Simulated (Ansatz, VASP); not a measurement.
**Two plane-wave programs on Rh**

File INCAR:

```
SYSTEM = Rh
PREC = Accurate
ENCUT = 600
EDIFF = 1E-7
ISMEAR = 0
SIGMA = 0.1
LREAL = .False.
LASPH = .True.
NELM = 60
ALGO = Normal
ISIF = 3
LWAVE = .False.
LCHARG = .False.
GGA = PS
IBRION = 2
NSW = 100
EDIFFG = -0.05
```

Contents of KPOINTS:

```
Automatic mesh
0
Gamma
  12 12 4
  0 0 0
```

The input POSCAR:

```
Rh
1.0
    2.7309790422      0.0000000000      0.0000000000
   -1.3654895211      2.3650972278      0.0000000000
    0.0000000000      0.0000000000      4.4284890000
Rh
2
Direct
    0.6666666700      0.3333333300      0.7500000000
    0.3333333300      0.6666666700      0.2500000000
```

Input for Ansatz:

```yaml
crystal:
  lattice:
    - [2.7309790422, 0.0, 0.0]
    - [-1.3654895211, 2.3650972278, 0.0]
    - [0.0, 0.0, 4.428489]
  atoms:
    - { symbol: Rh, position: [0.66666667, 0.33333333, 0.75] }
    - { symbol: Rh, position: [0.33333333, 0.66666667, 0.25] }
basis:
  ecutwfc: 420
kpoints:
  mp_grid: { grid: [12, 12, 4] }
hamiltonian:
  xc: pbesol
scf:
  occupations: { method: gaussian, width: 0.1 }
output:
  forces: true
  stress: true
  eigenvalues: true
relax:
  adjacent_minimum: "off"
  f_tol: 0.05
  max_steps: 80
  cell: { stress_tol: 0.5 }
```

This isn't the form of Rh at room conditions, which is fcc.

Alike in both runs: task relaxation of cell and atoms; functional PBEsol; k mesh 12 × 12 × 4; occupations gaussian, width 0.1 eV; no spin polarisation.

```csv
,VASP,Ansatz
version,VASP 6.6.1,Ansatz 0.2.0
potentials or method,"VASP PAW PBE potentials, release 64 (Rh_pv)","scalar-relativistic, plane waves, PAW"
plane-wave cutoff (eV),600,420
valence electrons in the cell,30,34
```

Ansatz gave:

```
gap on the k mesh at the Fermi level, each at its own relaxed structure (eV) : none
relaxed volume (Å³/atom)                                                     : 13.52
relaxed cell length with the largest relative difference (Å)                 : 4.338
energy change over the relaxation (meV/atom)                                 : -36
```

What did VASP give for the same quantities?

gap on the k mesh at the Fermi level, each at its own relaxed structure (eV): none; relaxed volume (Å³/atom): 13.53; relaxed cell length with the largest relative difference (Å): 4.343; energy change over the relaxation (meV/atom): -37.

A gap of «none» marks a metal or a gap that the smearing closes. The two sets of potentials don't hold the same shells in valence.

Caveats: the PAW data sets were made with another functional, which shifts forces and pressure a little (VASP).
